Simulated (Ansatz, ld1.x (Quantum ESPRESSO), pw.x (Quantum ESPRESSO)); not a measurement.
## hafnium (Hf): does the RRKJ potential hold in the solid?

ld1.x (Quantum ESPRESSO) 7.5 input, shortened:

```
&input
   title='Hf', zed=72., rel=1, dft='PBE', iswitch=3,
   config='[Xe] 4f14 5d2 6s2 6p0'
 /
 &inputp
   pseudotype=2, tm=.false., lloc=0,
   nlcc=.false.
 /
3
6P  2  1   0.00   0.00  3.00  3.00  0.0
5D  3  2   2.00   0.00  3.34  3.34  0.0
6S  1  0   2.00   0.00  2.45  2.45  0.0
 &test
   configts(1)='5d2 6s2 6p0'
 /
```

Crystal test: sc Hf in pw.x 7.5, no spin, 11³ k-points, Fermi–Dirac smearing 0.01 Ry, cutoffs 35/140 Ry. The reference is all-electron LAPW (Ansatz 0.2.0) with the same functional, mesh and smearing; V0 and B0 come from Birch–Murnaghan fits to the pressures at five volumes. Errors are pseudo minus all-electron; Δ is the rms difference of the E(V) curves that follow from these fits, minima aligned, over ±6 % about the mean V0. Mesh and smearing are coarse, so the numbers serve the comparison and aren't converged zero-temperature values; the lattice is a test structure that the element need not adopt.

```tsv
V (Å³/atom)	P all-electron (GPa)	P pseudo (GPa)
23.742	3.69	5.64
24.367	1.59	3.59
24.992	-0.29	1.73
25.617	-1.98	0.05
26.242	-3.49	-1.48
```

All-electron: a0 = 2.920 Å (V0 = 24.89 Å³/atom), B0 = 72.2 GPa.

Pseudopotential: mean pressure error (GPa): +2.00; a0 (Å): 2.949; a0 error (%): +0.99; B0 error (%): -9.3; Δ (meV/atom): 11.1. The largest radius (3.34 bohr) exceeds half the bond length (2.76 bohr), so the spheres overlap, which is one possible source of error among others. This is a poor potential for the solid.

**Question.** At the middle volume, how do free energy and pressure move when the wave cutoff is lowered (ecutrho kept at four times it)?

**Answer.**

```json
{"cutoff (Ry)": "16", "shift of F (meV/atom)": "+13.3", "shift of P (GPa)": "-0.20"}
{"cutoff (Ry)": "21", "shift of F (meV/atom)": "+7.1", "shift of P (GPa)": "-0.12"}
{"cutoff (Ry)": "28", "shift of F (meV/atom)": "+0.5", "shift of P (GPa)": "-0.01"}
```

The run at the middle volume (56 k-points, 6 iterations) took about 3 s on one core of a shared host (Neoverse-V1, 32 threads, 247 GiB, load 19).
